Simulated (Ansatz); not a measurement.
## Does relaxation matter for the field gradients of HfO2?

Start: a structure deposited in the COD, taken as it stands.

Space group Pbca (No. 61); a = 5.0598, b = 10.0172, c = 5.2276 Å.

```csv
site,Wyckoff,site symmetry,x,y,z
Hf,8c,1,0.7466,0.8841,0.9656
O9,8c,1,0.8620,0.7960,0.6200
O17,8c,1,0.5100,0.9770,0.2500
```

One atom of each set is listed.

All values are calculated (Ansatz; DFT, PBE, plane waves and PAW (field gradients read without the response of the frozen cores, which leaves them typically 4 to 6 % off), scalar-relativistic, 420 eV cutoff, Γ-centred 4×2×4 k-points, Fermi–Dirac smearing 0.02 eV), not measured.

The largest force at the start is 1.3 eV/Å. Relaxing the ions at fixed cell moves them by 0.071 Å at most (atom 20, O) and 0.058 Å rms.

| site | moved (Å) | first shell before | first shell after | V_zz before (10²¹ V/m²) | η before |
| --- | --- | --- | --- | --- | --- |
| Hf | 0.009 | 7 O at 2.06–2.21 Å | 7 O at 2.04–2.22 Å | 13.99 | 0.47 |
| O9 | 0.071 | 3 Hf at 2.06–2.18 Å | 3 Hf at 2.04–2.17 Å | -3.01 | 0.79 |
| O17 | 0.071 | 4 Hf at 2.12–2.21 Å | 4 Hf at 2.14–2.22 Å | -1.69 | 0.74 |

Task: What are V_zz and η after the relaxation?

Result: 

```tsv
site	V_zz after	η after	change of V_zz
Hf	10.88	0.23	-3.11
O9	-2.94	0.48	+0.07
O17	-1.53	0.69	+0.16
```

The largest change of V_zz is on Hf, from 13.99 to 10.88. In per cent, |V_zz| changes by -22 on Hf, -9 to -2 on O (all sites that start above 0.5). Where |V_zz| stays above 0.1, η moves most on O9, from 0.79 to 0.48.

Without spin–orbit coupling the gradients at and beside Hf can be off by some per cent, at some sites by more.
Before: At this cell the PBE pressure is 5 GPa, so with PBE the cell would grow if it were relaxed.
After: At this cell the PBE pressure is 6 GPa, so with PBE the cell would grow if it were relaxed.
